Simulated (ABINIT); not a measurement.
Crystal: ZnS.

```xyz
2
Lattice="0.0000 2.7020 2.7020 2.7020 0.0000 2.7020 2.7020 2.7020 0.0000" Properties=species:S:1:pos:R:3 pbc="T T T"
Zn    4.0530    4.0530    4.0530
S     0.0000    0.0000    0.0000
```

* Program: ABINIT 10.8.3 (patched build)
* Task: relaxation of cell and atoms
* Functional: PBEsol
* Potentials or basis: PseudoDojo NC SR PBEsol v0.4.1 standard
* Cutoff: 1034 eV
* k mesh: 7 × 7 × 7
* Occupations: fermi-dirac, width 0.05 eV
* Spin: no spin polarisation

At the start: pressure -2.0 GPa; volume 19.73 Å³/atom.

How do energy, volume and symmetry change on relaxing?

Over 4 steps the energy falls by 3.4 meV/atom and the volume is 19.20 Å³/atom (-2.7 %); space group F-43m (No. 216, to 0.05 Å).

Step by step:
| step | energy change (eV) | largest force (eV/Å) | pressure (GPa) | volume (Å³) |
| --- | --- | --- | --- | --- |
| 1 | 0.0000 | 0.0000 | -2.02 | 39.45 |
| 2 | -0.0028 | 0.0000 | -1.61 | 39.21 |
| 3 | -0.0068 | 0.0000 | 0.18 | 38.31 |
| 4 | -0.0068 | 0.0000 | 0.00 | 38.40 |

Final structure:
```
Zn S
1.0
     0.00000    2.67767    2.67767
     2.67767    0.00000    2.67767
     2.67767    2.67767    0.00000
Zn S
1 1
Direct
  0.75000 0.75000 0.75000
  0.00000 0.00000 0.00000
```
